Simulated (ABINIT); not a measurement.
BN:

```xyz
2
Lattice="0.0000 1.8130 1.8130 1.8130 0.0000 1.8130 1.8130 1.8130 0.0000" Properties=species:S:1:pos:R:3 pbc="T T T"
N     0.9065    0.9065    0.9065
B     0.0000    0.0000    0.0000
```

The cell is a database's computed one.

Base run:

```yaml
Program: ABINIT 10.8.3 (patched build)
Functional: r2SCAN
Potentials_or_basis: SG15 NC PBE v1.2
Cutoff: 1306 eV
k_mesh: 13 × 13 × 13
Occupations: fermi-dirac, width 0.05 eV
Spin: no spin polarisation
```

Its results: band gap on the k mesh 5.04 eV, indirect (least direct gap 9.47 eV); pressure -5.6 GPa.

Q: The run is repeated on the same cell with these changes: potentials or basis from SG15 NC PBE v1.2 to Ansatz NC r2SCAN; cutoff from 1306 eV to 1497 eV. What comes out?

A: Band gap on the k mesh 5.06 eV, indirect (least direct gap 9.53 eV); pressure -4.0 GPa.

Caveats: the potentials were made for another functional, which shifts forces and pressure (some runs).

A k mesh can miss the band edges.
